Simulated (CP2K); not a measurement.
## HfN under changes of volume

One of the cells (14.793 Å³/atom); the others are scaled copies at fixed shape and fractional positions:

```
CELL_PARAMETERS angstrom
3.47164 0.00000 0.00000
1.73582 3.00653 0.00000
1.73582 1.00218 2.83458
ATOMIC_POSITIONS crystal
Hf 0.00000 0.00000 0.00000
N 0.25000 0.25000 0.25000
```

The cell comes from a database or a generator and needn't be the stable form of this composition.

```yaml
Program: CP2K 2026.2
Functional: PBEsol
Potentials_or_basis: POTENTIAL_UZH Hf GTH-PBE-q12, N GTH-PBE-q5; TZVP-MOLOPT-PBE-GTH basis
Density_cutoff: 6123 eV
k_mesh: 9 × 9 × 9
Occupations: fermi-dirac, width 0.05 eV
Spin: no spin polarisation
```

```csv
volume (Å³/atom),energy over the lowest point (meV/atom),pressure (GPa)
13.906,?,?
14.201,0.00,1.8
14.497,0.57,-2.3
14.793,8.44,-6.1
15.089,22.92,-9.5
15.385,43.33,-12.5
15.681,69.06,-15.3
```

Question: What does the run at 13.906 Å³/atom give?

Answer: Energy over the lowest point 7.50 meV/atom; pressure 6.4 GPa.

Worked out: A Birch-Murnaghan fit of order 3 (a polynomial in V^(-2/3)) to the other rows has its minimum at 14.33 Å³/atom with B0 = V·E''(V) = 204 GPa and B' = 4.1. It gives 7.55 meV/atom at 13.906 Å³/atom, against the run's 7.50, and -dE/dV = 6.5 GPa, against 6.4.

Energies are extrapolated to zero smearing.

Caveats: the potentials were made for another functional, which shifts forces and pressure; the basis of atomic orbitals isn't converged, which shifts pressures, moduli and gaps.
